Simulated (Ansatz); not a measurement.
Runs of Ansatz 0.2.0 on HfB2. It takes space group P6/mmm (No. 191, hexagonal). The conventional cell has a = 3.140 Å, b = 3.140 Å, c = 3.480 Å, α = 90.00°, β = 90.00°, γ = 120.00°. Hf (site symmetry 6/mmm) has 12 B at 2.51 Å as nearest neighbours. B (site symmetry -6m2) has 3 B at 1.81 Å as nearest neighbours. 

| level | U | hubbard projectors | double counting | gap on the mesh (eV) | pressure (GPa) | relaxed volume (Å³/atom) |
| --- | --- | --- | --- | --- | --- | --- |
| PBE+U | Hf d U = 6 eV | ortho-atomic (the default) | fll (the default) | none | 0.0 | 10.25 |
| PBE+U | Hf d U = 3 eV | ortho-atomic (the default) | fll (the default) | none | 0.0 | 10.09 |
| PBE+U | Hf d U = 2 eV | ortho-atomic (the default) | fll (the default) | none | 0.0 | (c) |
| PBE+U | Hf d U = 5 eV | ortho-atomic (the default) | fll (the default) | none | 0.0 | 10.19 |
| PBE | - | - | - | none | 0.0 | 9.96 |
| PBE+U | Hf d U = 4 eV | ortho-atomic (the default) | fll (the default) | none | 0.0 | (b) |
| PBE+U | Hf d U = 1 eV | ortho-atomic (the default) | fll (the default) | none | 0.0 | (a) |
| PBE+U | Hf d U = 8 eV | ortho-atomic (the default) | fll (the default) | none | 0.0 | 10.38 |

Alike in all rows: task relaxation of cell and atoms; potentials or basis Ansatz PAW; no spin polarisation; cell relaxed; k mesh 10 × 10 × 8; cutoff (eV) 420; smearing fermi-dirac 0.05 eV.

Task: Fill in the values left out.

Result: (a) 10.00; (b) 10.14; (c) 10.04.

Caveats: the plane-wave basis is chosen anew once the cell has moved, so the energies of steps on either side of that aren't comparable; U without spin polarisation on a metal has little footing (some runs); the U is typed as a test and isn't derived for this compound (some runs).

A k mesh can miss the band edges, and the runs leave out spin-orbit coupling on Hf.

A gap of «none» marks a metal or a gap under the smearing width.
